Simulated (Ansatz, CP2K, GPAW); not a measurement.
HfC: programs and potentials compared

```
Hf C
1.0
     3.28805    0.00000    0.00000
     1.64402    2.84753    0.00000
     1.64402    0.94918    2.68468
Hf C
1 1
Direct
  0.50000 0.50000 0.50000
  0.00000 0.00000 0.00000
```

Alike in all runs: task single point; functional PBEsol; k mesh 10 × 10 × 10; occupations gaussian, width 0.1 eV; no spin polarisation; no spin-orbit coupling. Pressure is positive in compression and, in plane waves, holds the error of the finite cutoff.

```csv
program and potentials,plane-wave cutoff (eV),notes,band gap (eV),pressure (GPa)
"GPAW, PAW data sets generated for this functional",800,-,no gap,-5.32
"CP2K, POTENTIAL_UZH Hf GTH-PBE-q12, C GTH-PBE-q4; TZVP-MOLOPT-PBE-GTH basis",-,atomic basis; potentials made for PBE,no gap,-6.49
"Ansatz, all-electron LAPW, scalar-relativistic",-,-,no gap,-6.48
```

None finds a gap. The pressure spans -6.49 (CP2K, POTENTIAL_UZH Hf GTH-PBE-q12, C GTH-PBE-q4; TZVP-MOLOPT-PBE-GTH basis) to -5.32 GPa (GPAW, PAW data sets generated for this functional), with all-electron results at -6.48. Rows in atomic bases carry the error of their basis and grid, which can be large.

The functional is the same throughout but for its coding, so the spread measures potentials, basis and numerics; runs on potential files found faulty are left out.
